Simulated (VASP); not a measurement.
BP: equation of state with PBEsol

**The experiment to reproduce.**

From “Equation of state of single-crystal cubic boron phosphide”, 2014, arxiv:1407.1677, for a bulk crystal of BP at 300 K: bulk modulus 179 ± 1 GPa.

BP:

```
P B
1.0
     0.00000    2.26063    2.26063
     2.26063    0.00000    2.26063
     2.26063    2.26063    0.00000
P B
1 1
Direct
  0.75000 0.75000 0.75000
  0.00000 0.00000 0.00000
```

| Item | Value |
| --- | --- |
| Program | VASP 6.6.1 |
| Task | equation of state |
| Functional | PBEsol |
| Potentials or basis | VASP PAW PBE potentials, release 64 (P, B) |
| Cutoff | 520 eV |
| k mesh | 8 × 8 × 8 |
| Occupations | gaussian, width 0.02 eV |
| Spin | no spin polarisation |

- Equilibrium volume: 11.56 Å³/atom
- Bulk modulus: 169 GPa
- Pressure derivative of the bulk modulus: 3.8 (rough: it moves with the points fitted)

Energy against volume, from the lowest point:
```csv
volume (Å³/atom),energy (meV/atom)
11.091,10.63
11.322,2.62
11.553,0.00
11.784,2.26
12.015,8.96
```

All runs of the series together: 14 s on 1 thread of Intel(R) Xeon(R) 6975P-C (Granite Rapids), with other jobs on the host.

Measured bulk modulus of BP: 179 GPa (300 K; “Equation of state of single-crystal cubic boron phosphide”, 2014, arxiv:1407.1677). This calculation gives 169 GPa (-5.6 %). 3 values of this kind are on record (173 to 179 GPa); this one was drawn at random among those near their median, those with a stated uncertainty first. The fit is for a static lattice scaled at fixed shape and fixed fractional positions.

Caveat: the PAW data sets were made with another functional, which shifts forces and pressure a little.
